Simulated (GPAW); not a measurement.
Input of a GPAW 26.7.0 run:

File run.py:

```python
from ase.dft.bandgap import bandgap
from ase.io import read, write
from ase.units import Bohr, GPa
from gpaw import GPAW, PW
from gpaw.elf import elf_from_dft_calculation

atoms = read('Ru.xyz')

calc = GPAW(mode=PW(600),
            xc='PBE',
            kpts={'size': (11, 11, 6), 'gamma': True},
            occupations={'name': 'methfessel-paxton', 'order': 0, 'width': 0.027000000000000003},
            nbands=29,
            convergence={'density': 1e-05, 'energy': 1e-05},
            maxiter=150,
            txt='gpaw.txt')
atoms.calc = calc
energy = atoms.get_potential_energy()
forces = atoms.get_forces()
stress = atoms.get_stress()
calc.write('gs.gpw')
write('result.traj', atoms)
print(f'Energy: {energy:.6f} eV')
print('Forces (eV/A):')
print(forces.round(4))
print('Stress (GPa):', (stress / GPa).round(3))
print('Fermi level:', round(calc.get_fermi_level(), 4), 'eV')
print(f'Gap: {bandgap(calc)[0]:.4f} eV, direct: {bandgap(calc, direct=True)[0]:.4f} eV')

# fields on the real-space grid
write('density.cube', atoms, data=calc.get_pseudo_density() * Bohr**3)
write('potential.cube', atoms, data=calc.get_electrostatic_potential())
write('elf.cube', atoms, data=elf_from_dft_calculation(calc).data)
```

Contents of Ru.xyz:

```xyz
2
Lattice="2.7058000000 0.0000000000 0.0000000000 -1.3529000000 2.3432915376 0.0000000000 0.0000000000 0.0000000000 4.2819000000" Properties=species:S:1:pos:R:3 pbc="T T T"
Ru     1.3529000001      0.7810971791      3.2114250000
Ru    -0.0000000001      1.5621943585      1.0704750000
```

Potentials or basis: GPAW PAW data sets (gpaw-data 1.2.1), pw.

The run is started by

```sh
$ OMP_NUM_THREADS=1 python run.py
```

Q: Predict the band gap on the k mesh.

A: None (metal or under the smearing width).

Q: Predict the pressure.

A: 3.6 GPa.
